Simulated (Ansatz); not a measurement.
Cu2O (Cuprite) in Ansatz: the effect of functional

Cu2O (Cuprite):

```xyz
6
Lattice="4.1730 0.0000 0.0000 0.0000 4.1730 0.0000 0.0000 0.0000 4.1730" Properties=species:S:1:pos:R:3 pbc="T T T"
Cu    3.1298    1.0433    3.1298
Cu    3.1298    3.1298    1.0433
Cu    1.0433    3.1298    3.1298
Cu    1.0433    1.0433    1.0433
O     2.0865    2.0865    2.0865
O     0.0000    0.0000    0.0000
```

The cell isn't the ideal one: volume scaled by 0.94.

Alike in all runs:

| Quantity | Value |
| --- | --- |
| Program | Ansatz 0.2.0 |
| Task | single point |
| Potentials or basis | Ansatz PAW |
| k mesh | 6 × 6 × 6 |
| Occupations | fermi-dirac, width 0.05 eV |
| Spin | no spin polarisation |

```tsv
functional	cutoff	gap on the mesh (eV)	pressure (GPa)
PBEsol	420 eV (not typed: the program's choice for these potentials)	0.65	5.0
LDA	420 eV (not typed: the program's choice for these potentials)	0.69	-0.7
r2SCAN	500 eV (not typed: the program's choice for these potentials)	?	?
PBE	420 eV (not typed: the program's choice for these potentials)	0.68	12.3
```

Question: What does the run with functional r2SCAN give?

Answer: gap on the mesh 0.92 eV; pressure 7.5 GPa.

Caveats: the PAW data sets come from PBE, with cores solved anew for the run's functional, which leaves a small shift of forces and pressure (some runs).

A k mesh can miss the band edges.
